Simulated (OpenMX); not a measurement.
CdS under changes of volume

One of the cells (46.548 Å³/atom); the others are scaled copies at fixed shape and fractional positions:

```
CELL_PARAMETERS angstrom
4.28939 0.00000 0.00000
-2.14470 3.71472 0.00000
0.00000 0.00000 5.84261
ATOMIC_POSITIONS crystal
Cd 0.00000 0.00000 0.44269
S 0.66667 0.33333 0.43431
```

Measurements of this composition are mostly on another form, of space group No. 186.

- Program: OpenMX 3.8.5
- Functional: PBE
- Potentials or basis: OpenMX 2013 PBE set, Cd7.0-s3p2d2, S7.0-s2p2d1f1, fixed grid of 50 × 50 × 80 points
- k mesh: 7 × 7 × 5
- Occupations: fermi-dirac, width 0.05 eV
- Spin: no spin polarisation

| volume (Å³/atom) | energy over the lowest point (meV/atom) | gap on the mesh (eV) | largest force (eV/Å) |
| --- | --- | --- | --- |
| 42.897 | 17.17 | 1.91 | 0.051 |
| 43.810 | 7.04 | 1.86 | 0.033 |
| 44.722 | 1.03 | 1.77 | 0.027 |
| 46.548 | 0.00 | 1.58 | 0.018 |
| 47.460 | ? | ? | ? |
| 48.373 | 10.98 | 1.40 | 0.014 |

Task: What does the run at 47.460 Å³/atom give?

Result: Energy over the lowest point 4.14 meV/atom; gap on the mesh 1.49 eV; largest force 0.014 eV/Å.

Worked out: A Birch-Murnaghan fit of order 3 (a polynomial in V^(-2/3)) to the other rows has its minimum at 45.76 Å³/atom with B0 = V·E''(V) = 29 GPa and B' = 4.6 at fixed shape and positions, which overstates the stiffness. It gives 4.14 meV/atom at 47.460 Å³/atom, against the run's 4.14. A parabola through the other rows of the gap, of slope -5.11 eV per unit of ln V there, gives 1.50 eV, against the run's 1.49.

Energies are extrapolated to zero smearing.

Caveats: an odd mesh through Γ misses points on the zone boundary, where band edges often lie; the basis of atomic orbitals isn't converged, which shifts pressures, moduli and gaps. Spin-orbit coupling on Cd is left out.
